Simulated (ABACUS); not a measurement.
V:

```
V
1.0
    -1.51435    1.51435    1.51435
     1.51435   -1.51435    1.51435
     1.51435    1.51435   -1.51435
V
1
Direct
  0.00000 0.00000 0.00000
```

Base run:

| Property | Result |
| --- | --- |
| Program | ABACUS 3.10.1 |
| Functional | PBEsol |
| Potentials or basis | PseudoDojo NC SR 0.4.1 PBEsol standard |
| Cutoff | 1143 eV |
| Density cutoff | 4572 eV |
| Basis | plane waves |
| k mesh | 10 × 10 × 10 |
| Occupations | fermi-dirac, width 0.05 eV |
| Spin | collinear spin, ferromagnetic start |
| Starting moments | [2.0] μB |

Its results: band gap on the k mesh none (metal or under the smearing width); pressure -11.3 GPa; net moment 0.00 μB per cell.

Problem. The run is repeated on the same cell with these changes: k mesh from 10 × 10 × 10 to 12 × 12 × 12. What comes out?

Solution. Band gap on the k mesh none (metal or under the smearing width); pressure -12.0 GPa; net moment 0.00 μB per cell.

Not every run made on this cell is shown here.
